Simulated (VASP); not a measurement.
A run of VASP 6.6.1 is set up as follows.

The input INCAR:

```
SYSTEM = Y
  PREC = Accurate
  ENCUT = 520
  EDIFF = 1E-6
  ISMEAR = -1
  SIGMA = 0.05
  LREAL = .False.
  LASPH = .True.
  NELM = 150
  ALGO = Fast
  ISIF = 2
  LWAVE = .False.
  LCHARG = .False.
  ISPIN = 2
  MAGMOM = 0.47
  LORBIT = 11
  LMAXMIX = 4
  GGA = PE
  NBANDS = 16
```

File KPOINTS:

```
Automatic mesh
0
Gamma
  11 11 11
  0 0 0
```

File POSCAR:

```
Y
1.0
    3.1837248901      0.0000000000      0.0000000000
    0.0000000000      3.1837248901      0.0000000000
    0.0000000000      0.0000000000      3.1837248901
Y
1
Direct
    0.0000000000      0.0000000000      0.0000000000
```

Potentials or basis: VASP PAW PBE potentials, release 64 (Y_sv).

Run with:

```bash
$ cat potpaw_PBE.64/Y_sv/POTCAR > POTCAR
$ mpirun -np 1 vasp_std > vasp.out
```

Q: What does it give for the pressure?

A: 2.3 GPa.

Q: What does it give for the net moment?

A: 0.62 μB per cell.

Q: What does it give for the site moments?

A: Y +0.48 μB.

Q: What does it give for the band gap on the k mesh?

A: None (metal or under the smearing width).
